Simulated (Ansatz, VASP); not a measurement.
# Two plane-wave programs on V

```xyz
2
Lattice="2.8773 0.0000 0.0000 0.0000 2.8773 0.0000 0.0000 0.0000 2.8773" Properties=species:S:1:pos:R:3 pbc="T T T"
V     0.0000    0.0000    0.0000
V     1.4386    1.4386    1.4386
```

Change from the starting cell: equal strain along all axes, cell held, atoms relaxed: -4.0 %.

Alike in both runs: task single point; functional PBE; k mesh 18 × 18 × 18; occupations gaussian, width 0.1 eV; no spin polarisation.

```csv
,VASP,Ansatz
version,VASP 6.6.1,Ansatz 0.2.0
potentials or method,"VASP PAW PBE potentials, release 64 (V_sv)","scalar-relativistic, plane waves, PAW"
plane-wave cutoff (eV),520,420
valence electrons in the cell,26,26
```

|  | VASP | Ansatz | Ansatz less VASP |
| --- | --- | --- | --- |
| gap on the k mesh at the Fermi level (eV) | none | none | - |
| pressure (GPa) | 28.4 | 28.0 | -0.43 |

A gap of «none» marks a metal or a gap that the smearing closes.

Caveats: so large a pressure means that the cell lies far from this level's equilibrium, or that cutoff or potentials fall short (VASP).
